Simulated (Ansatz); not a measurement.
Space group Fm-3m (No. 225). a = 6.150 Å, b = 6.150 Å, c = 6.150 Å, α = 90.00°, β = 90.00°, γ = 90.00°
```json
{"atom": "In", "site": "4a", "symmetry": "m-3m", "x": "0.0000", "y": "0.0000", "z": "0.0000"}
{"atom": "Sb", "site": "4b", "symmetry": "m-3m", "x": "0.5000", "y": "0.0000", "z": "0.0000"}
```

Equation of state of this InSb structure (not necessarily the ground state), with shape and atoms relaxed at each volume where symmetry leaves them free. It has no gap at any of these volumes. The calculation used Ansatz, DFT PBE, scalar-relativistic, plane waves, PAW.

Plane waves to 420 eV, a k mesh through Γ of 12×12×12 on the computed 2-atom cell and Gaussian smearing (0.10 eV); no spin polarisation.

```csv
V (Å³/atom),E − E(largest V) (meV/atom),P (GPa)
25.590,43.36,8.28
26.463,5.79,5.61
27.335,-18.54,3.40
28.208,-31.89,1.54
29.080,-35.93,-0.02
29.952,-32.19,-1.32
30.825,-21.95,-2.41
31.988,0.00,-3.59
```

**Question.** Fit a third-order Birch–Murnaghan equation to E(V).

**Answer.** V0 = 29.07 Å³/atom, B0 = 47 GPa, B0' = 4.9.

Spin-orbit coupling is left out, which matters for the bands of heavy elements.

This rock-salt form isn't the usual stable structure of the compound.